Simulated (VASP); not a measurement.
# BN (P6_3/mmc) in VASP: notebook

One crystal, BN, is run at these levels: PBE+D3(BJ); tasks: single point.

All numbers are computed with VASP 6.6.1; they aren't measurements. Logs are shortened: lines on timing, memory, paths and dates and some standing lists are left out, and cuts for length are marked.

**1. The structure**

The structure is hexagonal, space group P6_3/mmc (No. 194). Conventional cell: a = 2.506 Å, b = 2.506 Å, c = 6.614 Å, α = 90.00°, β = 90.00°, γ = 120.00°. B (site symmetry -6m2) has 3 N at 1.45 Å as nearest neighbours. Around N (site symmetry -6m2) lie 3 B at 1.45 Å.

**2. Single point, PBE+D3(BJ)**

INCAR reads:

```
SYSTEM = BN
PREC = Accurate
ENCUT = 520
EDIFF = 1E-6
ISMEAR = 0
SIGMA = 0.02
LREAL = .FALSE.
LASPH = .TRUE.
NELM = 100
ALGO = Fast
ISIF = 2
LWAVE = .FALSE.
LCHARG = .FALSE.
GGA = PE
IVDW = 12
NBANDS = 16
```

KPOINTS reads:

```
regular mesh
0
G
  12 12 4
  0 0 0
```

POSCAR reads:

```
BN
1.0
    2.5064254139      0.0000000000      0.0000000000
   -1.2532127069      2.1706280811      0.0000000000
    0.0000000000      0.0000000000      6.6141239161
B N
2 2
Direct
    0.3333333333      0.6666666667      0.2500000000
    0.6666666667      0.3333333333      0.7500000000
    0.3333333333      0.6666666667      0.7500000000
    0.6666666667      0.3333333333      0.2500000000
```

Potentials or basis: VASP PAW PBE potentials, release 64 (B, N).

Command:

```console
> cat potpaw_PBE.64/B/POTCAR potpaw_PBE.64/N/POTCAR > POTCAR
> mpirun -np 1 vasp_std > vasp.out
```

OUTCAR:

```text
SYSTEM = BN
   PREC = Accurate
   ENCUT = 520
   EDIFF = 1E-6
   ISMEAR = 0
   LREAL = .FALSE.
   LASPH = .TRUE.
   NELM = 100
   ISIF = 2
   GGA = PE
   IVDW = 12
 IVDW          = 12

 ion  position               nearest neighbor table
   1  0.333  0.667  0.250-   4 1.45   4 1.45   4 1.45
   2  0.667  0.333  0.750-   3 1.45   3 1.45   3 1.45
   3  0.333  0.667  0.750-   2 1.45   2 1.45   2 1.45
   4  0.667  0.333  0.250-   1 1.45   1 1.45   1 1.45

  LATTYP: Found a hexagonal cell.
 ALAT       =     2.5064254139
 C/A-ratio  =     2.6388672407

  Lattice vectors:

 A1 = (   2.5064254139,   0.0000000000,   0.0000000000)
 A2 = (  -1.2532127069,   2.1706280811,   0.0000000000)
 A3 = (   0.0000000000,   0.0000000000,   6.6141239161)

Analysis of symmetry for initial positions (statically):
=====================================================================
 Subroutine PRICEL returns:
 Original cell was already a primitive cell.

 Routine SETGRP: Setting up the symmetry group for a
 hexagonal supercell.

 Subroutine GETGRP returns: Found 24 space group operations
 (whereof 12 operations were pure point group operations)
 out of a pool of 24 trial point group operations.

The static configuration has the point symmetry D_3d.
 The point group associated with its full space group is D_6h.

Analysis of symmetry for dynamics (positions and initial velocities):
=====================================================================
 Subroutine PRICEL returns:
 Original cell was already a primitive cell.

 Routine SETGRP: Setting up the symmetry group for a
 hexagonal supercell.

 Subroutine GETGRP returns: Found 24 space group operations
 (whereof 12 operations were pure point group operations)
 out of a pool of 24 trial point group operations.

The dynamic configuration has the point symmetry D_3d.
 The point group associated with its full space group is D_6h.

 Subroutine INISYM returns: Found 24 space group operations
 (whereof 12 operations are pure point group operations),
 and found     1 'primitive' translations

----------------------------------------------------------------------------------------

                                     Primitive cell

  volume of cell :      35.9843

  direct lattice vectors                    reciprocal lattice vectors
     2.506425414  0.000000000  0.000000000     0.398974569  0.230348075  0.000000000
[... 87 lines left out ...]
   LASPH  =      T    aspherical Exc in radial PAW
   ENCUT  =  520.0 eV  38.22 Ry    6.18 a.u.   4.66  4.66 12.30*2*pi/ulx,y,z
   NELM   =    100;   NELMIN=  2; NELMDL= -5     # of ELM steps
   EDIFF  = 0.1E-05   stopping-criterion for ELM
   LREAL  =      F    real-space projection
[... 7 lines left out ...]
   TEBEG  =    0.0;   TEEND  =   0.0 temperature during run
   PSTRESS=    0.0 pullay stress
   NELECT =      16.0000    total number of electrons
   NUPDOWN=      -1.0000    fix difference up-down
   EMIN   =  10.00;   EMAX   =-10.00  energy-range for DOS
   EFERMI =   0.00;   METHOD = LEGACY
   ISMEAR =     0;   SIGMA  =   0.02  broadening in eV -4-tet -1-fermi 0-gaus
   EFERMI_NEDOS =   21; number of points for ismear=-14 and -15
   IALGO  =     68    algorithm
   IMIX   =      4    mixing-type and parameters
     AMIX     =   0.40;   BMIX     =  1.00
     AMIX_MAG =   1.60;   BMIX_MAG =  1.00
  volume/ion in A,a.u.               =       9.00        60.71
  Fermi-wavevector in a.u.,A,eV,Ry     =   1.249522  2.361255 21.242855  1.561306
  Thomas-Fermi vector in A             =   2.383559
   LORBIT       =      0    0 simple, 1 ext, 2 COOP (PROOUT), +10 PAW based schemes
   GGA     = PE    functional components
   LHFCALC =     F    Hartree Fock is set to
   AEXX    =    0.0000 exact exchange contribution
   IVDW    =    12    specifies the selected vdW correction
   LEPSILON=     F    determine dielectric tensor
   LRPA    =     F    only Hartree local field effects (RPA)
 non-spin polarized calculation
 RMM-DIIS sequential band-by-band and
 Gauss-broadening in eV      SIGMA  =   0.02
  energy-cutoff  :      520.00
  volume of cell :       35.98
 maximum number of plane-waves:       992
 NGX is ok and might be reduce to    20
   NGX =  9   NGY =  9   NGZ = 25

 number of electron      15.9999997 magnetization

 Free energy of the ion-electron system (eV)
  ---------------------------------------------------
  ext. energy  EPLUGINS =         0.00000000
  ---------------------------------------------------
  free energy    TOTEN  =       -35.15148331 eV

  energy without entropy =      -35.15148331  energy(sigma->0) =      -35.15148331

 E-fermi :   2.3851     XC(G=0): -10.0903

 val. band max:        2.2920614996   @ k =   0.3333   0.3333   0.5000
 cond. band min:       6.5583732315   @ k =   0.5000   0.0000   0.0000
 fundamental gap:      4.2663117319
 Fermi energy:         2.3851492796

 k-point     1 :       0.0000    0.0000    0.0000
  band No.  band energies     occupation
      1     -15.4930      2.00000
      2     -15.1893      2.00000
      3      -3.9241      2.00000
      4      -1.7553      2.00000
      5       0.9585      2.00000
      6       0.9585      2.00000
[... 433 lines left out ...]
      3      -4.5885      2.00000
      4      -4.5282      2.00000
      5      -1.2834      2.00000
      6      -1.2381      2.00000
[... 8 lines left out ...]
     15      19.0834      0.00000
     16      20.8195      0.00000

 [... further k-points ...]

------------------------ aborting loop because EDIFF is reached ----------------------------------------

 Edisp (eV)   -0.56621

 E8    (eV) :    -0.1659

  FORCE on cell =-STRESS in cart. coord.  units (eV):
  Direction    XX          YY          ZZ          XY          YZ          ZX
  --------------------------------------------------------------------------------------
  -------------------------------------------------------------------------------------
  Total       0.04078     0.04078    -0.02899     0.00000     0.00000     0.00000
  in kB       1.81574     1.81574    -1.29092     0.00000     0.00000     0.00000
  external pressure =        0.78 kB  Pullay stress =        0.00 kB

 VOLUME and BASIS-vectors are now :
 -----------------------------------------------------------------------------
  energy-cutoff  :      520.00
  volume of cell :       35.98
      direct lattice vectors                 reciprocal lattice vectors
     2.506425414  0.000000000  0.000000000     0.398974569  0.230348075  0.000000000
    -1.253212707  2.170628081  0.000000000     0.000000000  0.460696150  0.000000000
     0.000000000  0.000000000  6.614123916     0.000000000  0.000000000  0.151191603

 POSITION                                       TOTAL-FORCE (eV/Angst)
 -----------------------------------------------------------------------------------
     -0.00000      1.44709      1.65353        -0.000000      0.000000      0.000000
      1.25321      0.72354      4.96059         0.000000      0.000000      0.000000
     -0.00000      1.44709      4.96059        -0.000000      0.000000      0.000000
      1.25321      0.72354      1.65353         0.000000     -0.000000      0.000000
 -----------------------------------------------------------------------------------
    total drift:                                0.000000     -0.000000      0.000000

  FREE ENERGIE OF THE ION-ELECTRON SYSTEM (eV)
  ---------------------------------------------------
  free  energy   TOTEN  =       -35.7176950758 eV

  energy  without entropy=      -35.7176950758  energy(sigma->0) =      -35.71769508
```

OSZICAR:

```text
N       E                     dE             d eps       ncg     rms          rms(c)
DAV:   1     0.506601071870E+02    0.50660E+02   -0.80060E+03  1832   0.923E+02
DAV:   2    -0.352305114065E+02   -0.85891E+02   -0.77387E+02  2560   0.222E+02
DAV:   3    -0.386644286985E+02   -0.34339E+01   -0.34194E+01  2336   0.433E+01
DAV:   4    -0.386854209284E+02   -0.20992E-01   -0.20987E-01  2328   0.381E+00
DAV:   5    -0.386856100693E+02   -0.18914E-03   -0.18914E-03  2312   0.343E-01    0.112E+01
RMM:   6    -0.354902528264E+02    0.31954E+01   -0.46254E+00  1967   0.131E+01    0.508E+00
RMM:   7    -0.352214145960E+02    0.26884E+00   -0.86584E-01  2067   0.649E+00    0.303E+00
RMM:   8    -0.351567814651E+02    0.64633E-01   -0.17362E-01  2101   0.275E+00    0.519E-01
RMM:   9    -0.351510936791E+02    0.56878E-02   -0.23939E-02  2227   0.114E+00    0.193E-01
RMM:  10    -0.351517294942E+02   -0.63582E-03   -0.28981E-03  2120   0.442E-01    0.115E-01
RMM:  11    -0.351514730433E+02    0.25645E-03   -0.34495E-04  2199   0.157E-01    0.337E-02
RMM:  12    -0.351514844869E+02   -0.11444E-04   -0.13603E-04  2154   0.821E-02    0.114E-02
RMM:  13    -0.351514837781E+02    0.70884E-06   -0.10424E-05  2277   0.313E-02    0.745E-03
RMM:  14    -0.351514833062E+02    0.47188E-06   -0.24252E-06  1936   0.121E-02
   1 F= -.35717695E+02 E0= -.35717695E+02  d E =-.979453E-13
```

It took 17 s on 1 thread of Intel Xeon 6975P-C (Granite Rapids), shared host; peak memory 0.16 GiB.

What came out:

```
Free energy                : -35.7177 eV
Pressure                   : 0.1 GPa
Band gap on the k mesh     : 4.27 eV, indirect (least direct gap 4.63 eV)
Dispersion energy per atom : -0.142 eV
```

Stress tensor (GPa, compression positive):
```
 0.18  0.00  0.00
 0.00  0.18  0.00
 0.00  0.00 -0.13
```

**3. Single point, PBE+D3(BJ)**

INCAR reads:

```
SYSTEM = BN
PREC     = Accurate       ! precision mode
ENCUT    = 520            ! plane-wave cutoff, eV
EDIFF    = 1E-6           ! SCF threshold, eV
ISMEAR   = 0              ! smearing method
SIGMA    = 0.02           ! smearing width, eV
LREAL    = .FALSE.        ! projectors in reciprocal space
LASPH    = .TRUE.         ! aspherical terms in the spheres
NELM     = 100            ! most SCF steps
ALGO     = Normal         ! electronic algorithm
ISIF     = 2              ! what is computed and relaxed
LWAVE    = .FALSE.        ! write WAVECAR
LCHARG   = .FALSE.        ! write CHGCAR
GGA      = PE             ! functional
IVDW     = 12             ! dispersion correction
NBANDS   = 16             ! bands
```

KPOINTS reads:

```
Automatic mesh
0
G
  12 12 4
  0 0 0
```

POSCAR is that of step 2.

Potentials or basis: VASP PAW PBE potentials, release 64 (B, N).

Command:

```console
> cat potpaw_PBE.64/B/POTCAR potpaw_PBE.64/N/POTCAR > POTCAR
> mpirun -np 1 vasp_std > vasp.out
```

OUTCAR:

```text
SYSTEM = BN
   PREC = Accurate
   ENCUT = 520
   EDIFF = 1E-6
   ISMEAR = 0
   LREAL = .FALSE.
   LASPH = .TRUE.
   NELM = 100
   ISIF = 2
   GGA = PE
   IVDW = 12
 IVDW          = 12

 ion  position               nearest neighbor table
   1  0.333  0.667  0.250-   4 1.45   4 1.45   4 1.45
   2  0.667  0.333  0.750-   3 1.45   3 1.45   3 1.45
   3  0.333  0.667  0.750-   2 1.45   2 1.45   2 1.45
   4  0.667  0.333  0.250-   1 1.45   1 1.45   1 1.45

  LATTYP: Found a hexagonal cell.
 ALAT       =     2.5064254139
 C/A-ratio  =     2.6388672407
[... 661 lines left out ...]
  Direction    XX          YY          ZZ          XY          YZ          ZX
  --------------------------------------------------------------------------------------
  -------------------------------------------------------------------------------------
  Total       0.04090     0.04090    -0.02821     0.00000     0.00000     0.00000
  in kB       1.82101     1.82101    -1.25595     0.00000     0.00000     0.00000
  external pressure =        0.80 kB  Pullay stress =        0.00 kB

 VOLUME and BASIS-vectors are now :
 -----------------------------------------------------------------------------
  energy-cutoff  :      520.00
  volume of cell :       35.98
      direct lattice vectors                 reciprocal lattice vectors
     2.506425414  0.000000000  0.000000000     0.398974569  0.230348075  0.000000000
    -1.253212707  2.170628081  0.000000000     0.000000000  0.460696150  0.000000000
     0.000000000  0.000000000  6.614123916     0.000000000  0.000000000  0.151191603

 POSITION                                       TOTAL-FORCE (eV/Angst)
 -----------------------------------------------------------------------------------
     -0.00000      1.44709      1.65353        -0.000000     -0.000000      0.000000
      1.25321      0.72354      4.96059         0.000000      0.000000      0.000000
     -0.00000      1.44709      4.96059         0.000000     -0.000000      0.000000
      1.25321      0.72354      1.65353        -0.000000      0.000000      0.000000
 -----------------------------------------------------------------------------------
    total drift:                                0.000000     -0.000000      0.000000

  FREE ENERGIE OF THE ION-ELECTRON SYSTEM (eV)
  ---------------------------------------------------
  free  energy   TOTEN  =       -35.7176950948 eV

  energy  without entropy=      -35.7176950948  energy(sigma->0) =      -35.71769509
```

OSZICAR:

```text
N       E                     dE             d eps       ncg     rms          rms(c)
DAV:   1     0.506601071870E+02    0.50660E+02   -0.80060E+03  1832   0.923E+02
DAV:   2    -0.352305114065E+02   -0.85891E+02   -0.77387E+02  2560   0.222E+02
DAV:   3    -0.386644286985E+02   -0.34339E+01   -0.34194E+01  2336   0.433E+01
DAV:   4    -0.386854209284E+02   -0.20992E-01   -0.20987E-01  2328   0.381E+00
DAV:   5    -0.386856100693E+02   -0.18914E-03   -0.18914E-03  2312   0.343E-01    0.112E+01
DAV:   6    -0.355011332636E+02    0.31845E+01   -0.51613E+00  2344   0.175E+01    0.504E+00
DAV:   7    -0.352283613237E+02    0.27277E+00   -0.56495E-01  2472   0.549E+00    0.316E+00
DAV:   8    -0.351553279064E+02    0.73033E-01   -0.23224E-01  2328   0.323E+00    0.474E-01
DAV:   9    -0.351504566958E+02    0.48712E-02   -0.15286E-02  2136   0.101E+00    0.195E-01
DAV:  10    -0.351513746556E+02   -0.91796E-03   -0.13762E-03  2072   0.280E-01    0.355E-02
DAV:  11    -0.351514711679E+02   -0.96512E-04   -0.10016E-04  2256   0.808E-02    0.248E-02
DAV:  12    -0.351514831720E+02   -0.12004E-04   -0.29337E-05  1992   0.381E-02    0.281E-03
DAV:  13    -0.351514833253E+02   -0.15330E-06   -0.66718E-07  2016   0.646E-03
   1 F= -.35717695E+02 E0= -.35717695E+02  d E =-.645561E-24
```

stdout:

```text
POSCAR found type information on POSCAR B N
 POSCAR found :  2 types and       4 ions
 scaLAPACK will be used
 LDA part: xc-table for (Slater+PW92), standard interpolation
 POSCAR, INCAR and KPOINTS ok, starting setup
 FFT: planning ... GRIDC
 FFT: planning ... GRID_SOFT
 FFT: planning ... GRID
 WAVECAR not read
 entering main loop
```

Wall time 13 s (1 thread of Intel Xeon 6975P-C (Granite Rapids), shared host); peak memory 0.17 GiB.

What came out:

```
Free energy                : -35.7177 eV
Pressure                   : 0.1 GPa
Band gap on the k mesh     : 4.27 eV, indirect (least direct gap 4.63 eV)
Dispersion energy per atom : -0.142 eV
```
